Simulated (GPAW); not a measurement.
# Ru (P6_3/mmc) in GPAW: further runs

Aim: see how the results for Ru move with the level of theory and the settings. Levels: PBE, r2SCAN+D4, PW91+D4. Tasks: eps q, phonons, elastic constants.

Program: GPAW 26.7.0. These are calculated values, not measurements. Logs are shortened: lines on timing, memory, paths and dates and some standing lists are left out, and cuts for length are marked. The log counts tension as positive stress, the text compression.

### Step 1. The crystal as given

Symmetry: P6_3/mmc, No. 194, hexagonal system. The conventional cell has a = 2.706 Å, b = 2.706 Å, c = 4.282 Å, α = 90.00°, β = 90.00°, γ = 120.00°. Around Ru (site symmetry -6m2) lie 12 Ru at 2.65 to 2.71 Å.

### Step 2. Eps q, PBE

run.py reads:

```python
import numpy as np
from ase.dft.bandgap import bandgap
from ase.io import write
from ase.spacegroup import crystal
from gpaw import GPAW, PW
from gpaw.response.df import DielectricFunction

# Ru 2c
atoms = crystal(['Ru'],
                basis=[[0.6666666667, 0.3333333333, 0.75]],
                spacegroup=194, setting=1,  # P6_3/mmc
                cellpar=[2.7058, 2.7058, 4.2819, 90.0, 90.0, 120.0],
                primitive_cell=True)

calc = GPAW(mode=PW(450),
            xc='PBE',
            kpts={'size': (9, 9, 5), 'gamma': True},
            occupations={'name': 'fermi-dirac', 'width': 0.05},
            nbands=29,
            convergence={'density': 1e-06},
            maxiter=150,
            txt='gpaw.txt')
atoms.calc = calc
energy = atoms.get_potential_energy()
calc.write('gs.gpw')
write('result.traj', atoms)
print(f'Energy: {energy:.6f} eV')
print('Fermi level:', round(calc.get_fermi_level(), 4), 'eV')
print(f'Gap: {bandgap(calc)[0]:.4f} eV, direct: {bandgap(calc, direct=True)[0]:.4f} eV')

dense = calc.fixed_density(kpts={'size': (16, 16, 9), 'gamma': True},
                           nbands=42, convergence={'bands': 36},
                           update_fermi_level=True, txt='dense.txt')
dense.write('dense.gpw', mode='all')

df = DielectricFunction('dense.gpw', frequencies=np.array([0.0]), hilbert=False, eta=0.001,
                        ecut=50, nbands=36, txt='df.txt')
for q_c in [[0.0625, 0.0625, 0.0], [0.125, 0.125, 0.0], [0.1875, 0.1875, 0.0], [0.3125, 0.3125, 0.0], [0.5, 0.5, 0.0], [0.75, 0.75, 0.0], [0.9375, 0.9375, 0.0], [0.0, 0.0, 0.1111111111], [0.0, 0.0, 0.2222222222], [0.0, 0.0, 0.3333333333], [0.0, 0.0, 0.4444444444], [0.0, 0.0, 0.6666666667], [0.0, 0.0, 0.8888888889]]:
    e0, e = df.get_dielectric_function(xc='RPA', q_c=q_c, filename=None)
    q = np.linalg.norm(2 * np.pi * np.array(q_c) @ atoms.cell.reciprocal())
    print(q_c, f'|q| = {q:.4f} 1/A: eps {e0[0].real:.4f} without, {e[0].real:.4f} with local fields')
```

Potentials or basis: GPAW PAW data sets (gpaw-data 1.2.1), pw.

Command:

```bash
> OMP_NUM_THREADS=1 python run.py
```

gpaw.txt:

```text
__  _  _
 | _ |_)|_||  |
 |__||  | ||/\| - 26.7.0

Input parameters:
  mode=PW(ecut=450.00000000000006),
  convergence={'density': 1e-06},
  kpts=MonkhorstPack(size=(9, 9, 5), gamma=True),
  maxiter=150,
  nbands=29,
  occupations=Occupations(name='fermi-dirac', width=0.05),
  xc=XC(name='PBE')

Diagonalizing LCAO Hamiltonian
Converting LCAO to pw mode

          Ru

        Ru

Atoms  # Å, Bohr magnetons
|   | symbol |         x |        y |        z |    initial magnetic moments |
|---|--------|-----------|----------|----------|-----------------------------|
| 0 |     Ru |  1.352900 | 0.781097 | 3.211425 | ( 0.0000,  0.0000,  0.0000) |
| 1 |     Ru | -0.000000 | 1.562194 | 1.070475 | ( 0.0000,  0.0000,  0.0000) |

Unit cell  # Å
| periodic |         x |        y |        z |  lengths |     angles |
|----------|-----------|----------|----------|----------|------------|
|      yes |  2.705800 | 0.000000 | 0.000000 | 2.705800 |  90.000000 |
|      yes | -1.352900 | 2.343292 | 0.000000 | 2.705800 |  90.000000 |
|      yes |  0.000000 | 0.000000 | 4.281900 | 4.281900 | 120.000000 |

Number of symmetries: 12
Symmetry operations  # r_c * U_cc + t_c -> r_c
|    | kind |            matrix            |
|----|------|------------------------------|
|  0 |  σ   |  1, 1, 0,  0,-1, 0,  0, 0, 1 |
|  1 |  S6  |  1, 1, 0, -1, 0, 0,  0, 0,-1 |
|  2 |  E   |  1, 0, 0,  0, 1, 0,  0, 0, 1 |
|  3 |  C2  |  1, 0, 0, -1,-1, 0,  0, 0,-1 |
|  4 |  C2  |  0, 1, 0,  1, 0, 0,  0, 0,-1 |
|  5 |  C3  |  0, 1, 0, -1,-1, 0,  0, 0, 1 |
|  6 |  S6  |  0,-1, 0,  1, 1, 0,  0, 0,-1 |
|  7 |  σ   |  0,-1, 0, -1, 0, 0,  0, 0, 1 |
|  8 |  σ   | -1, 0, 0,  1, 1, 0,  0, 0, 1 |
|  9 |  i   | -1, 0, 0,  0,-1, 0,  0, 0,-1 |
| 10 |  C3  | -1,-1, 0,  1, 0, 0,  0, 0, 1 |
| 11 |  C2  | -1,-1, 0,  0, 1, 0,  0, 0,-1 |

BZ-sampling:
  Number of BZ points: 405
  Number of IBZ points: 50

  Monkhorst-Pack size: [9, 9, 5]
  Monkhorst-Pack shift: [0, 0, 0]

K-points  # in reciprocal-cell coordinates
|     |                                coordinates |     weight |
|-----|--------------------------------------------|------------|
|   0 | (  0.00000000,   0.00000000,   0.00000000) | 0.00246914 |
|   1 | (  0.00000000,   0.00000000,   0.20000000) | 0.00493827 |
|   2 | (  0.00000000,   0.00000000,   0.40000000) | 0.00493827 |
|   3 | (  0.11111111,   0.00000000,  -0.40000000) | 0.01481481 |
|   4 | (  0.11111111,   0.00000000,  -0.20000000) | 0.01481481 |
|   5 | (  0.11111111,   0.00000000,   0.00000000) | 0.01481481 |
|   6 | (  0.11111111,   0.00000000,   0.20000000) | 0.01481481 |
|   7 | (  0.11111111,   0.00000000,   0.40000000) | 0.01481481 |
|   8 | (  0.22222222,  -0.11111111,   0.00000000) | 0.01481481 |
|   9 | (  0.22222222,  -0.11111111,   0.20000000) | 0.02962963 |
| ... |                                            |            |
|  49 | (  0.44444444,   0.44444444,   0.40000000) | 0.02962963 |

Plane wave coefficients: 597
Cutoff: 450.00000000000006 eV

Spin-components: 1 (collinear spins)
Bands:           29
Projectors:      12
Spin-degeneracy: 2
Datatype:        complex128

Density:
  Valence electrons: 32.0
  Components: 1
  Grid points: [14 14 21]
  Charge: 0.0  # |e|

Potential:
  Grid points: [14 14 21]

species:
  Ru:
    name:    Ruthenium
    Z:       44.0
    valence: 16
    core:    28
    charge:  0.0  # [|e|]
    compensation charges:
      type: gauss
      rc: 0.39  # [Å]
      lmax: 2
    cutoffs:
      filter: 2.16  # [Å]
      core: 1.30  # [Å]
    projectors
    | kind |    occ | energy [eV] | rcut [Å] |
    |------|--------|-------------|----------|
    |   4s |  2.000 |     -76.316 |    1.281 |
    |   5s |  1.000 |      -4.236 |    1.281 |
    |   4p |  6.000 |     -46.423 |    1.286 |
    |   5p |  0.000 |      -0.913 |    1.286 |
    |   4d |  7.000 |      -5.203 |    1.254 |
    |    d |        |      22.008 |    1.254 |

    Using partial waves for Ru as LCAO basis

Reference energy: -246490.249966  # eV

eigensolver:
  PPCG
  Converge bands: occupied
  niter=2

density mixing:
  MSR1-Mixer
  Pratt-step length: 0.05
  Maximum mixing coefficient: 0.75
  Old densities: 10
  SVD Regularization: 0.005
  Good broyden scale: 1.0
  Trust region scale: 1.0
  Backstep threshold: 4.0
  History deletion threshold: 6.0
  Fourier metric: weight=20.0, sigma=0.015

occupation numbers:
  Fermi-Dirac:
    width: 0.0500  # eV

poisson solver:
  ecut: 3600.0000000000005  # eV

xc functional:
  name: PBE with 2 nearest neighbor stencil

convergence criteria:
- Maximum integral of absolute [dens]ity change: 1e-06 electrons / valence electron
- Maximum [total energy] change in last 3 cyles: 0.0005 eV / valence electron
- Maximum integral of absolute [eigenst]ate change: 4e-08 eV^2 / valence electron
maximum number of iterations: 150

SCF iterations
|iter     | |      energy | eigst |  dens |
|---------|-|-------------|-------|-------|
|iter:   1| |  -20.509156 | +0.04 |       |
|iter:   2| |  -20.172717 | -2.70 | -1.07 |
|iter:   3| |  -18.894636 | -1.68 | -1.12 |
|iter:   4| |  -18.887867 | -3.94 | -2.07 |
|iter:   5| |  -18.885933c| -4.07 | -2.36 |
|iter:   6| |  -18.885960c| -6.44 | -3.62 |
|iter:   7| |  -18.885965c| -7.06 | -3.96 |
|iter:   8| |  -18.885965c| -8.44c| -4.61 |
|iter:   9| |  -18.885965c| -9.25c| -5.53 |
|iter:  10| |  -18.885965c| -9.87c| -6.06c|

Converged in 10 steps
Energy contributions relative to reference atoms: (reference = -246490.249966)

Energy contributions:
  Kinetic:          -4.244235
  Coulomb:          -3.033360
  Zero:             -0.366434
  External:          0.000000
  Xc:              -11.235363
  Entropy:          -0.013145
  Spinorbit:         0.000000
  ----------------------------
  Free energy:     -18.892537
  Extrapolated:    -18.885965

dipole moment: (0.000000, 0.000000, 0.000001)  # |e|*Ang

Fermi level: 13.531
Eigenvalues  # (at kpt = [0.000, 0.000, 0.000])
| band index |      eig [eV] | occ [0-2] |
|------------|---------------|-----------|
|          0 |       -59.697 |     2.000 |
|        ... |               |           |
|          9 |         7.287 |     2.000 |
|         10 |        10.838 |     2.000 |
|         11 |        10.838 |     2.000 |
|         12 |        11.025 |     2.000 |
|         13 |        11.514 |     2.000 |
|         14 |        11.514 |     2.000 |
[... 8 lines left out ...]
|         23 |        31.975 |     0.000 |
|         24 |        36.809 |     0.000 |
|        ... |               |           |
|         28 |        38.489 |     0.000 |

No gap
No difference between direct/indirect transitions
# Writing to gs.gpw (mode='')
```

df.txt:

```text
FrequencyGridDescriptor(from 0.000 to 0.000 eV, 1 points)
FrequencyGridDescriptor(from 0.000 to 0.000 eV, 1 points)

Calculating chi0 body with:
    Ground state adapter containing:
    Number of spins: 1
    Number of kpoints: 2304
    Number of irreducible kpoints: 234
    Number of completely occupied states: 13
    Number of partially occupied states: 19

    Linear response parametrization:
    q_c: [0.0625, 0.0625, 0.0]
    Number of frequency points: 1
    Planewave cutoff: 50.0
    Number of bands: 36
    Number of planewaves: 23
    Broadening (eta): 0.001

Integrating chi0 body.
[... 18 lines left out ...]
    Linear response parametrization:
    q_c: [0.125, 0.125, 0.0]
    Number of frequency points: 1
    Planewave cutoff: 50.0
    Number of bands: 36
    Number of planewaves: 23
    Broadening (eta): 0.001

Integrating chi0 body.

Symmetries of q_c:
    Direct symmetries (Uq -> q): 2
    Indirect symmetries (TUq -> q): 0
In total 2 allowed symmetries.

Integral kind: response function

Finished calculating chi0

[... 10 further blocks of this kind ...]
Calculating chi0 body with:
    Ground state adapter containing:
    Number of spins: 1
    Number of kpoints: 2304
    Number of irreducible kpoints: 234
    Number of completely occupied states: 13
    Number of partially occupied states: 19

    Linear response parametrization:
    q_c: [0.0, 0.0, 0.8888888889]
    Number of frequency points: 1
    Planewave cutoff: 50.0
    Number of bands: 36
    Number of planewaves: 23
    Broadening (eta): 0.001

Integrating chi0 body.

Symmetries of q_c:
    Direct symmetries (Uq -> q): 6
    Indirect symmetries (TUq -> q): 0
In total 6 allowed symmetries.

Integral kind: response function

Finished calculating chi0
```

It took 7.3 min on 1 thread of Arm Neoverse V1, shared host; peak memory 0.35 GiB.

What came out:

| Item | Value |
| --- | --- |
| Free energy | -18.8925 eV |
| Band gap on the k mesh | none (metal or under the smearing width) |

(Part 1 of 2 ends here.)
